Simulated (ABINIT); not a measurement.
Input of an ABINIT 10.8.3 (patched build) run:

File run.abi:

```
# Pseudopotentials
pp_dirpath "./"
pseudos "Al.upf, N.upf"

# Structure
acell 5.8366710593 5.8366710593 5.8366710593
rprim
     0.0000000000     0.7071067812     0.7071067812
     0.7071067812     0.0000000000     0.7071067812
     0.7071067812     0.7071067812     0.0000000000
ntypat 2
znucl 13 7
natom 2
typat 1 2
chkprim 0
chksymtnons 0
tolsym 1.0e-6
xred
            0.0            0.0            0.0
            1/4            1/4            1/4

# Plane-wave basis
ecut 36.0
ecutsm 0.5

# k points
kptopt 1
ngkpt 8 8 8
nshiftk 1
shiftk 0.0 0.0 0.0

# Exchange and correlation
ixc 7

# Bands and occupations
nband 8
occopt 3
tsmear 0.00183747

# SCF cycle
nstep 80
tolvrs 1.0e-12

# Output
iomode 3
prteig 0
prtebands 0
prtwf 0
prtden 0

# Relaxation
ionmov 22
optcell 2
ntime 50
tolmxf 2.0e-5
dilatmx 1.08
```

Potentials or basis: PseudoDojo NC SR LDA v0.4.1 standard.

Launch:

```console
$ abinit run.abi > log 2>&1
```

**Question.** Predict the band gap on the k mesh.

**Answer.** 3.27 eV, indirect (least direct gap 4.46 eV).

**Question.** Predict the relaxed volume.

**Answer.** 10.17 Å³/atom.

**Question.** What does it give for the space group after relaxing (to 0.05 Å)?

**Answer.** F-43m (No. 216).

The path:
```tsv
step	energy change (eV)	largest force (eV/Å)	pressure (GPa)	volume (Å³)
1	0.0000	0.0000	-4.83	20.83
2	-0.0064	0.0000	-1.88	20.53
3	-0.0075	0.0000	0.04	20.34
4	-0.0075	0.0000	0.00	20.34
```

A k mesh can miss the band edges. Expect the measured gap to be larger: semilocal functionals such as LDA lack the derivative discontinuity.
